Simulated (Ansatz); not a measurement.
Theory: DFT PBE, scalar-relativistic, plane waves, PAW (Ansatz). Settings: cutoff 420 eV, Γ-centred meshes spaced at most about 0.3 Å⁻¹, and about 0.25 Å⁻¹ or finer for metals (2π included), Gaussian smearing. No spin polarisation.

Temperature and zero-point effects are left out.

Two relaxed structures of Si₅S:

A.

Space group Pmma (No. 51). a = 4.712 Å, b = 4.753 Å, c = 8.463 Å, α = 90.00°, β = 90.00°, γ = 90.00°
```json
{"atom": "Si", "site": "2f", "symmetry": "mm2", "x": "0.2500", "y": "0.5000", "z": "0.2715"}
{"atom": "Si", "site": "2f", "symmetry": "mm2", "x": "0.7500", "y": "0.5000", "z": "0.3706"}
{"atom": "Si", "site": "2f", "symmetry": "mm2", "x": "0.2500", "y": "0.5000", "z": "0.9493"}
{"atom": "Si", "site": "2e", "symmetry": "mm2", "x": "0.7500", "y": "0.0000", "z": "0.4527"}
{"atom": "Si", "site": "2e", "symmetry": "mm2", "x": "0.2500", "y": "0.0000", "z": "0.8446"}
{"atom": "S", "site": "2e", "symmetry": "mm2", "x": "0.7500", "y": "0.0000", "z": "0.7871"}
```

B.

Space group P-6m2 (No. 187). a = 3.470 Å, b = 3.470 Å, c = 9.513 Å, α = 90.00°, β = 90.00°, γ = 120.00°
```json
{"atom": "Si", "site": "2i", "symmetry": "3m.", "x": "0.6667", "y": "0.3333", "z": "0.8139"}
{"atom": "Si", "site": "2g", "symmetry": "3m.", "x": "0.0000", "y": "0.0000", "z": "0.6584"}
{"atom": "Si", "site": "1f", "symmetry": "-6m2", "x": "0.6667", "y": "0.3333", "z": "0.5000"}
{"atom": "S", "site": "1a", "symmetry": "-6m2", "x": "0.0000", "y": "0.0000", "z": "0.0000"}
```

Task: Which would you expect to be lower, and how large is the difference?

Result: A is lower, by 125 meV/atom. A has space group Pmma (No. 51), 15.8 Å³/atom and no gap on its mesh; B has space group P-6m2 (No. 187), 16.5 Å³/atom and no gap. Counting Si atoms around S (those within 1.25 times the shortest such distance or 1.15 times the sum of covalent radii; a plus sign parts nearer from farther groups; the shortest distance is added where it is long for a bond), A has S 4+1 and B has S 6+2 from 2.7 Å. A holds Si–Si bonds in all directions (shortest 2.48 Å); B holds Si–Si nets (shortest 2.49 Å). The denser one is the lower, and pressure would at first widen the difference. Even the lower one lies +0.23 eV/atom against the reference forms of the elements (uncorrected), so neither is stable at this level. In A, Si on its first site has 2 S at 2.43 Å, 2 Si at 2.50 Å, 1 Si at 2.73 Å and 3 Si at 3.01–3.03 Å; Si on its second site is surrounded by 4 Si at 2.48–2.50 Å, 1 Si at 2.71 Å, 3 Si at 2.99–3.03 Å and 2 Si at 3.22 Å; S has 4 Si at 2.41–2.43 Å, 1 Si at 2.83 Å and 5 Si at 3.11–3.26 Å; 3 more sites not described. In B, Si on a site of symmetry 3m is surrounded by 3 Si at 2.49 Å, 3 S at 2.67 Å and 1 Si at 2.99 Å; Si on a second site of symmetry 3m has 6 Si at 2.49–2.51 Å, 1 Si at 3.01 Å and 1 S at 3.25 Å; S is surrounded by 6 Si at 2.67 Å, 2 Si at 3.25 Å and 6 S at 3.47 Å; 1 more site not described. Origin: A, invented, then shaken at random and relaxed again; B, invented.

Cells relaxed within their symmetry can be saddle points.
